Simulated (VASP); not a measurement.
# BaTiO3 (R3m) in VASP: notebook

One crystal, BaTiO3, is run at these levels: PBEsol; tasks: relaxation of cell and atoms.

All numbers are computed with VASP 6.6.1; they aren't measurements. Logs are shortened: lines on timing, memory, paths and dates and some standing lists are left out, and cuts for length are marked.

## 1. The crystal as given

The structure is trigonal, space group R3m (No. 160). The conventional cell has a = 5.655 Å, b = 5.655 Å, c = 6.955 Å, α = 90.00°, β = 90.00°, γ = 120.00°. Ba (site symmetry 3m) is surrounded by 12 O at 2.79 to 2.89 Å. Ti (site symmetry 3m) is surrounded by 6 O at 1.87 to 2.14 Å. O (site symmetry m) is surrounded by 2 Ti at 1.87 to 2.14 Å.

## 2. Relaxation of cell and atoms, PBEsol

File INCAR:

```
SYSTEM = BaTiO3
PREC = Accurate
ENCUT = 520
EDIFF = 1E-7
ISMEAR = 0
SIGMA = 0.02
LREAL = .FALSE.
LASPH = .TRUE.
NELM = 100
ALGO = Fast
ISIF = 3
LWAVE = .FALSE.
LCHARG = .FALSE.
GGA = PS
IBRION = 2
NSW = 80
EDIFFG = -0.002
```

File KPOINTS:

```
regular mesh
0
G
  3 3 3
  0 0 0
```

File POSCAR:

```
BaTiO3
1.0
    2.8273666100      1.6323808700      2.3183934900
   -2.8273666100      1.6323808700      2.3183934900
    0.0000000000     -3.2647617400      2.3183934900
Ba Ti O
1 1 3
Direct
    0.0000000000      0.0000000000      0.0000000000
    0.4845000000      0.4845000000      0.4845000000
    0.5086000000      0.5086000000      0.0175000000
    0.0175000000      0.5086000000      0.5086000000
    0.5086000000      0.0175000000      0.5086000000
```

Potentials or basis: VASP PAW PBE potentials, release 64 (Ba_sv, Ti_sv, O).

On the command line:

```sh
cat potpaw_PBE.64/Ba_sv/POTCAR potpaw_PBE.64/Ti_sv/POTCAR potpaw_PBE.64/O/POTCAR > POTCAR
mpirun -np 4 vasp_std > vasp.out
```

OUTCAR:

```text
SYSTEM = BaTiO3
   PREC = Accurate
   ENCUT = 520
   EDIFF = 1E-7
   ISMEAR = 0
   LREAL = .FALSE.
   LASPH = .TRUE.
   NELM = 100
   ISIF = 3
   GGA = PS
   IBRION = 2
   NSW = 80
   EDIFFG = -0.002

 ion  position               nearest neighbor table
   1  0.000  0.000  0.000-   3 2.79   4 2.79   5 2.79   4 2.83   5 2.83   5 2.83   4 2.83   3 2.83
                             3 2.83   3 2.89   4 2.89   5 2.89   2 3.37   2 3.43   2 3.43   2 3.43
   2  0.484  0.484  0.484-   3 1.87   4 1.87   5 1.87   3 2.14   4 2.14   5 2.14   1 3.37   1 3.43
                             1 3.43   1 3.43   1 3.50   1 3.50   1 3.50   1 3.59
   3  0.509  0.509  0.017-   2 1.87   2 2.14   1 2.79   1 2.83   1 2.83   1 2.89
   4  0.017  0.509  0.509-   2 1.87   2 2.14   1 2.79   1 2.83   1 2.83   1 2.89
   5  0.509  0.017  0.509-   2 1.87   2 2.14   1 2.79   1 2.83   1 2.83   1 2.89

  LATTYP: Found a trigonal (rhomboedric) cell.
 ALAT       =     4.0041999983
 COS(alpha) =     0.0028448809

  Lattice vectors:

 A1 = (   2.8273666100,   1.6323808700,   2.3183934900)
 A2 = (  -2.8273666100,   1.6323808700,   2.3183934900)
 A3 = (   0.0000000000,  -3.2647617400,   2.3183934900)

Analysis of symmetry for initial positions (statically):
=====================================================================
 Subroutine PRICEL returns:
 Original cell was already a primitive cell.

 Routine SETGRP: Setting up the symmetry group for a
 trigonal (rhombohedral) supercell.

 Subroutine GETGRP returns: Found  6 space group operations
 (whereof  6 operations were pure point group operations)
 out of a pool of 12 trial point group operations.

The static configuration has the point symmetry C_3v.

Analysis of symmetry for dynamics (positions and initial velocities):
=====================================================================
 Subroutine PRICEL returns:
 Original cell was already a primitive cell.

 Routine SETGRP: Setting up the symmetry group for a
 trigonal (rhombohedral) supercell.

 Subroutine GETGRP returns: Found  6 space group operations
 (whereof  6 operations were pure point group operations)
 out of a pool of 12 trial point group operations.

The dynamic configuration has the point symmetry C_3v.

 Subroutine INISYM returns: Found  6 space group operations
 (whereof  6 operations are pure point group operations),
 and found     1 'primitive' translations

[... 86 lines left out ...]
   NFREE  =      1    steps in history (QN), initial steepest desc. (CG)
   ISIF   =      3    stress and relaxation
   ISYM   =      2    0-nonsym 1-usesym 2-fastsym
   POTIM  = 0.5000    time-step for ionic-motion
   TEBEG  =    0.0;   TEEND  =   0.0 temperature during run
   PSTRESS=    0.0 pullay stress
   NELECT =      40.0000    total number of electrons
   NUPDOWN=      -1.0000    fix difference up-down
   EMIN   =  10.00;   EMAX   =-10.00  energy-range for DOS
   EFERMI =   0.00;   METHOD = LEGACY
   ISMEAR =     0;   SIGMA  =   0.02  broadening in eV -4-tet -1-fermi 0-gaus
   EFERMI_NEDOS =   21; number of points for ismear=-14 and -15
   IALGO  =     68    algorithm
   IMIX   =      4    mixing-type and parameters
     AMIX     =   0.40;   BMIX     =  1.00
     AMIX_MAG =   1.60;   BMIX_MAG =  1.00
  volume/ion in A,a.u.               =      12.84        86.65
  Fermi-wavevector in a.u.,A,eV,Ry     =   1.398237  2.642285 26.600301  1.955067
  Thomas-Fermi vector in A             =   2.521415
   LORBIT       =      0    0 simple, 1 ext, 2 COOP (PROOUT), +10 PAW based schemes
   GGA     = PS    functional components
   LHFCALC =     F    Hartree Fock is set to
   AEXX    =    0.0000 exact exchange contribution
   IVDW    =     0    specifies the selected vdW correction
   LEPSILON=     F    determine dielectric tensor
   LRPA    =     F    only Hartree local field effects (RPA)
 conjugate gradient relaxation of ions
 non-spin polarized calculation
 RMM-DIIS sequential band-by-band and
 Gauss-broadening in eV      SIGMA  =   0.02
  energy-cutoff  :      520.00
  volume of cell :       64.20
 maximum number of plane-waves:      1743
 NGX is ok and might be reduce to    30
   NGX = 15   NGY = 15   NGZ = 15

--------------------------------------- Ionic step        1  -------------------------------------------

 number of electron      39.9999998 magnetization

 Free energy of the ion-electron system (eV)
  ---------------------------------------------------
  ext. energy  EPLUGINS =         0.00000000
  ---------------------------------------------------
  free energy    TOTEN  =       -41.96747363 eV

  energy without entropy =      -41.96747363  energy(sigma->0) =      -41.96747363

------------------------ aborting loop because EDIFF is reached ----------------------------------------

  FORCE on cell =-STRESS in cart. coord.  units (eV):
  Direction    XX          YY          ZZ          XY          YZ          ZX
  --------------------------------------------------------------------------------------
  -------------------------------------------------------------------------------------
  Total        0.3088357      0.3088357      0.2183835      0.0000000      0.0000000      0.0000000
  in kB        7.7071893      7.7071893      5.4498985      0.0000000      0.0000000      0.0000000
  external PRESSURE =       6.9547590 kB  Pullay stress =       0.0000000 kB
[... 98 lines left out ...]
  FREE ENERGIE OF THE ION-ELECTRON SYSTEM (eV)
  ---------------------------------------------------
  free  energy   TOTEN  =       -41.9744288093 eV

  energy  without entropy=      -41.9744288093  energy(sigma->0) =      -41.97442881

[... ionic steps 4 to 8 ...]

--------------------------------------- Ionic step        9  -------------------------------------------

 number of electron      39.9999998 magnetization

------------------------ aborting loop because EDIFF is reached ----------------------------------------
[... 73 lines left out ...]
--------------------------------------- Ionic step       11  -------------------------------------------

 number of electron      39.9999998 magnetization

 Free energy of the ion-electron system (eV)
  ---------------------------------------------------
  ext. energy  EPLUGINS =         0.00000000
  ---------------------------------------------------
  free energy    TOTEN  =       -41.97854647 eV

  energy without entropy =      -41.97854647  energy(sigma->0) =      -41.97854647

 E-fermi :   3.4024     XC(G=0): -11.4351

 val. band max:        3.2422035498   @ k =   0.3333   0.3333   0.3333
 cond. band min:       6.0599207677   @ k =   0.0000   0.0000   0.0000
 fundamental gap:      2.8177172179
 Fermi energy:         3.4023988705

 k-point     1 :       0.0000    0.0000    0.0000
  band No.  band energies     occupation
      1     -52.4382      2.00000
      2     -28.8193      2.00000
      3     -28.8193      2.00000
      4     -28.8072      2.00000
      5     -21.2336      2.00000
      6     -13.1754      2.00000
[... 183 lines left out ...]
  FREE ENERGIE OF THE ION-ELECTRON SYSTEM (eV)
  ---------------------------------------------------
  free  energy   TOTEN  =       -41.9785464745 eV

  energy  without entropy=      -41.9785464745  energy(sigma->0) =      -41.97854647

 reached required accuracy - stopping structural energy minimisation
```

OSZICAR:

```text
N       E                     dE             d eps       ncg     rms          rms(c)
DAV:   1     0.471730640245E+03    0.47173E+03   -0.21374E+04   288   0.180E+03
DAV:   2     0.156008227967E+01   -0.47017E+03   -0.46087E+03   360   0.497E+02
DAV:   3    -0.499045848746E+02   -0.51465E+02   -0.50815E+02   456   0.148E+02
[... 189 lines left out ...]
RMM:   3    -0.419785472601E+02    0.23691E-05   -0.55628E-05   338   0.525E-02    0.691E-03
RMM:   4    -0.419785469661E+02    0.29401E-06   -0.86720E-06   394   0.222E-02    0.414E-03
RMM:   5    -0.419785465639E+02    0.40212E-06   -0.41778E-06   355   0.131E-02    0.190E-03
RMM:   6    -0.419785465645E+02   -0.51568E-09   -0.16120E-06   328   0.747E-03    0.162E-03
RMM:   7    -0.419785464745E+02    0.89972E-07   -0.62927E-07   244   0.461E-03
  11 F= -.41978546E+02 E0= -.41978546E+02  d E =-.110514E-04
```

Run time: 1.7 min. Hardware: 4 MPI ranks of Intel Xeon Platinum 8259CL at 2.50GHz (Skylake/Cascade Lake), shared host; peak memory 0.12 GiB.

Results:

* Free energy: -41.9785 eV
* Relaxed volume: 12.97 Å³/atom
* Relaxed cell: a = 4.018 Å, b = 4.018 Å, c = 4.018 Å, α = 89.75°, β = 89.75°, γ = 89.75°
* Space group after relaxing (to 0.05 Å): R3m (No. 160)
* Energy gained by relaxing: 2.2 meV/atom
* Ionic steps: 11
* Pressure after relaxing: 0.0 GPa
* Band gap on the k mesh: 2.82 eV, indirect (least direct gap 3.02 eV)

The path:
| step | energy change (eV) | largest force (eV/Å) | pressure (GPa) | volume (Å³) |
| --- | --- | --- | --- | --- |
| 1 | 0.0000 | 0.2349 | 0.70 | 64.20 |
| 2 | -0.0062 | 0.1800 | -0.44 | 64.72 |
| 3 | -0.0070 | 0.1517 | -0.96 | 64.96 |
| 4 | -0.0101 | 0.0936 | -0.05 | 64.79 |
| 5 | -0.0102 | 0.0890 | 0.11 | 64.76 |
| 6 | -0.0107 | 0.0617 | 0.07 | 64.80 |
| 7 | -0.0110 | 0.0227 | 0.02 | 64.84 |
| 8 | -0.0111 | 0.0107 | -0.05 | 64.86 |
| 9 | -0.0111 | 0.0064 | -0.08 | 64.87 |
| 10 | -0.0111 | 0.0046 | 0.06 | 64.82 |
| 11 | -0.0111 | 0.0008 | 0.00 | 64.85 |

Final structure:
```xyz
5
Lattice="2.8347 1.6366 2.3296 -2.8347 1.6366 2.3296 0.0000 -3.2732 2.3296" Properties=species:S:1:pos:R:3 pbc="T T T"
Ba    0.0000    0.0000    6.9582
Ti    0.0000    0.0000    3.3601
O     0.0000    1.6130    2.4292
O    -1.3969   -0.8065    2.4292
O     1.3969   -0.8065    2.4292
```

Levels at points of the mesh, in eV from the valence-band top:
| k point | band 18 | band 19 | band 20 | band 21 | band 22 | band 23 |
| --- | --- | --- | --- | --- | --- | --- |
| (0.00, 0.00, 0.00) | -0.37 | -0.21 | -0.21 | 2.82 | 2.82 | 3.02 |

Caveat: the k mesh is coarse (spacing up to 0.52 Å⁻¹), so the values aren't converged; the PAW data sets were made with another functional, which shifts forces and pressure a little; spin-orbit coupling is left out, which moves the levels of the heavy elements; an odd mesh through Γ misses points on the zone boundary, where band edges often lie.

## 3. Relaxation of cell and atoms, PBEsol

This run uses another cell than the first one, of 12.97 Å³/atom, 1.010 times its volume.

INCAR is that of step 2.

KPOINTS is that of step 2.

File POSCAR:

```
BaTiO3                                  
1.0
    2.8346897366      1.6366088791      2.3295690106
   -2.8346897366      1.6366088791      2.3295690106
   -0.0000000000     -3.2732177582      2.3295690106
  Ba              Ti              O             
     1     1     3
Direct
     0.9956280424965622    0.9956280424965622    0.9956280424965622
     0.4807840228104498    0.4807840228104498    0.4807840228104498
     0.5118545421030543    0.5118545421030543    0.0190788504868776
     0.0190788504868914    0.5118545421030405    0.5118545421030543
     0.5118545421030405    0.0190788504868914    0.5118545421030543
```

Potentials or basis: VASP PAW PBE potentials, release 64 (Ba_sv, Ti_sv, O).

On the command line:

```sh
cat potpaw_PBE.64/Ba_sv/POTCAR potpaw_PBE.64/Ti_sv/POTCAR potpaw_PBE.64/O/POTCAR > POTCAR
mpirun -np 4 vasp_std > vasp.out
```

OUTCAR:

```text
SYSTEM = BaTiO3
   PREC = Accurate
   ENCUT = 520
   EDIFF = 1E-7
   ISMEAR = 0
   LREAL = .FALSE.
   LASPH = .TRUE.
   NELM = 100
   ISIF = 3
   GGA = PS
   IBRION = 2
   NSW = 80
   EDIFFG = -0.002

 ion  position               nearest neighbor table
   1  0.996  0.996  0.996-   3 2.76   4 2.76   5 2.76   4 2.84   5 2.84   5 2.84   4 2.84   3 2.84
                             3 2.84   3 2.94   4 2.94   5 2.94   2 3.39   2 3.44   2 3.44   2 3.44
[... 354 lines left out ...]
  --------------------------------------------------------------------------------------
  -------------------------------------------------------------------------------------
  Total       -0.0009344     -0.0009344      0.0043099      0.0000000     -0.0000000      0.0000000
  in kB       -0.0230877     -0.0230877      0.1064881      0.0000000     -0.0000000      0.0000000
  external PRESSURE =       0.0201042 kB  Pullay stress =       0.0000000 kB

 VOLUME and BASIS-vectors are now :
 -----------------------------------------------------------------------------
  energy-cutoff  :      520.00
  volume of cell :       64.85
      direct lattice vectors                 reciprocal lattice vectors
     2.834689737  1.636608879  2.329569011     0.176386147  0.101836590  0.143087984
    -2.834689737  1.636608879  2.329569011    -0.176386147  0.101836590  0.143087984
     0.000000000 -3.273217758  2.329569011     0.000000000 -0.203673179  0.143087984

 POSITION                                       TOTAL-FORCE (eV/Angst)
 -----------------------------------------------------------------------------------
      0.00000      0.00000      6.95815         0.000000     -0.000000     -0.001138
      0.00000      0.00000      3.36006         0.000000      0.000000     -0.000419
      0.00000      1.61296      2.42925         0.000000     -0.000075      0.000519
     -1.39687     -0.80648      2.42925         0.000065      0.000037      0.000519
      1.39687     -0.80648      2.42925        -0.000065      0.000037      0.000519
 -----------------------------------------------------------------------------------
    total drift:                               -0.000000      0.000006     -0.000271

  FREE ENERGIE OF THE ION-ELECTRON SYSTEM (eV)
  ---------------------------------------------------
  free  energy   TOTEN  =       -41.9792424828 eV

  energy  without entropy=      -41.9792424828  energy(sigma->0) =      -41.97924248

 reached required accuracy - stopping structural energy minimisation
```

OSZICAR:

```text
N       E                     dE             d eps       ncg     rms          rms(c)
DAV:   1     0.464416169706E+03    0.46442E+03   -0.21402E+04   288   0.180E+03
DAV:   2     0.445880708356E+00   -0.46397E+03   -0.45902E+03   368   0.490E+02
DAV:   3    -0.498178713402E+02   -0.50264E+02   -0.46407E+02   432   0.146E+02
[... 85 lines left out ...]
RMM:  89    -0.419792423136E+02   -0.11617E-06   -0.13964E-06   182   0.331E-03    0.294E-03
RMM:  90    -0.419792423661E+02   -0.52481E-07   -0.15989E-06   182   0.325E-03    0.223E-03
RMM:  91    -0.419792423812E+02   -0.15111E-07   -0.11487E-06   190   0.319E-03    0.184E-03
RMM:  92    -0.419792424290E+02   -0.47753E-07   -0.11186E-06   165   0.267E-03    0.190E-03
RMM:  93    -0.419792424828E+02   -0.53831E-07   -0.70651E-07   137   0.236E-03
   1 F= -.41979242E+02 E0= -.41979242E+02  d E =-.419792E+02
```

CONTCAR:

```text
BaTiO3
   1.00000000000000
     2.8346897366000001    1.6366088791000000    2.3295690106000002
    -2.8346897366000001    1.6366088791000000    2.3295690106000002
     0.0000000000000000   -3.2732177581999999    2.3295690106000002
  Ba              Ti              O
     1     1     3
Direct
     0.9956280424965627    0.9956280424965627    0.9956280424965627
     0.4807840228104467    0.4807840228104467    0.4807840228104467
     0.5118545421030518    0.5118545421030518    0.0190788504868777
     0.0190788504868920    0.5118545421030376    0.5118545421030518
     0.5118545421030376    0.0190788504868920    0.5118545421030518

  0.00000000E+00  0.00000000E+00  0.00000000E+00
  0.00000000E+00  0.00000000E+00  0.00000000E+00
  0.00000000E+00  0.00000000E+00  0.00000000E+00
  0.00000000E+00  0.00000000E+00  0.00000000E+00
  0.00000000E+00  0.00000000E+00  0.00000000E+00
```

It took 46 s on 4 MPI ranks of Intel Xeon Platinum 8259CL at 2.50GHz (Skylake/Cascade Lake), shared host; peak memory 0.12 GiB.

What came out:

- Free energy: -41.9792 eV
- Pressure after relaxing: 0.0 GPa
- Band gap on the k mesh: 2.82 eV, indirect (least direct gap 3.02 eV)

Final structure:
```
Ba Ti O
1.0
     2.83469    1.63661    2.32957
    -2.83469    1.63661    2.32957
     0.00000   -3.27322    2.32957
Ba Ti O
1 1 3
Direct
  0.99563 0.99563 0.99563
  0.48078 0.48078 0.48078
  0.51185 0.51185 0.01908
  0.01908 0.51185 0.51185
  0.51185 0.01908 0.51185
```

Caveat: the k mesh is coarse (spacing up to 0.52 Å⁻¹), so the values aren't converged; the relaxation stopped at its first step, so nothing moved; the PAW data sets were made with another functional, which shifts forces and pressure a little; spin-orbit coupling is left out, which moves the levels of the heavy elements; an odd mesh through Γ misses points on the zone boundary, where band edges often lie.
